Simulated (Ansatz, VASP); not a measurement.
One calculation of As, two programs

```
As
1.0
     2.70368    0.00000    0.00000
     0.00000    2.70368    0.00000
     0.00000    0.00000    2.70368
As
1
Direct
  0.50000 0.50000 0.50000
```

This isn't the form of As at room conditions, which is rhombohedral.

Alike in both runs: task relaxation of cell and atoms; functional PBEsol; k mesh 10 × 10 × 10; occupations fermi-dirac, width 0.05 eV; no spin polarisation.

|  | VASP | Ansatz |
| --- | --- | --- |
| version | VASP 6.6.1 | Ansatz 0.2.0 |
| potentials or method | VASP PAW PBE potentials, release 64 (As) | Ansatz PAW |
| plane-wave cutoff (eV) | 600 | 420 |
| valence electrons in the cell | 5 | 15 |

|  | VASP | Ansatz | Ansatz less VASP |
| --- | --- | --- | --- |
| gap on the k mesh at the Fermi level, each at its own relaxed structure (eV) | none | none | - |
| relaxed volume (Å³/atom) | 19.48 | 19.42 | -0.067 |
| relaxed cell length with the largest relative difference (Å) | 2.691 | 2.688 | -0.0031 |
| energy change over the relaxation (meV/atom) | -1 | -2 | -0.6 |

A gap of «none» marks a metal or a gap that the smearing closes. The two sets of potentials don't hold the same shells in valence.

Caveats: the PAW data sets were made with another functional, which shifts forces and pressure a little (VASP); the plane-wave basis is chosen anew once the cell has moved, so the energies of steps on either side of that aren't comparable (Ansatz); the PAW data sets come from PBE, with cores solved anew for the run's functional, which leaves a small shift of forces and pressure (Ansatz).
